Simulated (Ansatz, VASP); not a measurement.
# One calculation of Ge, two programs

The input INCAR:

```
PREC     = Accurate       # precision mode
ENCUT    = 600            # plane-wave cutoff, eV
EDIFF    = 1E-6           # SCF threshold, eV
ISMEAR   = -1             # smearing method
SIGMA    = 0.05           # smearing width, eV
LREAL    = False          # projectors in reciprocal space
LASPH    = True           # aspherical terms in the spheres
NELM     = 100            # most SCF steps
ALGO     = Fast           # electronic algorithm
ISIF     = 3              # what is computed and relaxed
LWAVE    = False          # write WAVECAR
LCHARG   = False          # write CHGCAR
GGA      = PE             # functional
IVDW     = 13             # dispersion correction
IBRION   = 2              # ionic algorithm
NSW      = 40             # ionic steps
EDIFFG   = -0.005         # ionic threshold
```

The input KPOINTS:

```
regular mesh
0
Gamma
  8 8 8
```

POSCAR

```
Ge
1.0
    0.0000000000      2.8289100000      2.8289100000
    2.8289100000      0.0000000000      2.8289100000
    2.8289100000      2.8289100000      0.0000000000
Ge
2
Direct
    0.7500000000      0.7500000000      0.7500000000
    0.5000000000      0.5000000000      0.5000000000
```

File input.yaml:

```yaml
crystal:
  lattice:
    - [0.0, 2.82891, 2.82891]
    - [2.82891, 0.0, 2.82891]
    - [2.82891, 2.82891, 0.0]
  atoms:
    - { symbol: Ge, position: [0.75, 0.75, 0.75] }
    - { symbol: Ge, position: [0.5, 0.5, 0.5] }
hamiltonian:
  xc: pbe
  pseudopotentials: { kind: paw }
  dispersion: d4
kpoints:
  mp_grid: { grid: [8, 8, 8] }
scf:
  occupations: { method: fermi_dirac, width: 0.05 }
output:
  forces: true
  stress: true
  write_density: true
  write_potential: true
  elf: true
  volumetric_format: npy
relax:
  f_tol: 0.01
  max_steps: 40
  cell: { stress_tol: 0.05 }
```

Alike in both runs: task relaxation of cell and atoms; functional PBE; dispersion D4; k mesh 8 × 8 × 8; occupations fermi-dirac, width 0.05 eV; no spin polarisation.

|  | VASP | Ansatz |
| --- | --- | --- |
| version | VASP 6.6.1 | Ansatz 0.2.0 |
| potentials or method | VASP PAW PBE potentials, release 64 (Ge_d) | Ansatz PAW |
| plane-wave cutoff (eV) | 600 | 420 |
| valence electrons in the cell | 28 | 28 |

|  | VASP | Ansatz | Ansatz less VASP |
| --- | --- | --- | --- |
| gap on the k mesh at the Fermi level, each at its own relaxed structure (eV) | none | none | - |
| relaxed volume (Å³/atom) | 23.09 | 23.09 | 0.000 |
| relaxed cell length with the largest relative difference (Å) | 4.027 | 4.027 | 0.0000 |
| energy change over the relaxation (meV/atom) | -2 | -2 | -0.1 |

A gap of «none» marks a metal or a gap that the smearing closes.

Caveats: pairwise dispersion overbinds metals, which lowers pressure and volume; this crystal is a semiconductor, whose small gap the functional closes, so the metal is an error of the method; the plane-wave basis is chosen anew once the cell has moved, so the energies of steps on either side of that aren't comparable (Ansatz). Zero-point motion and thermal expansion aren't in these numbers.
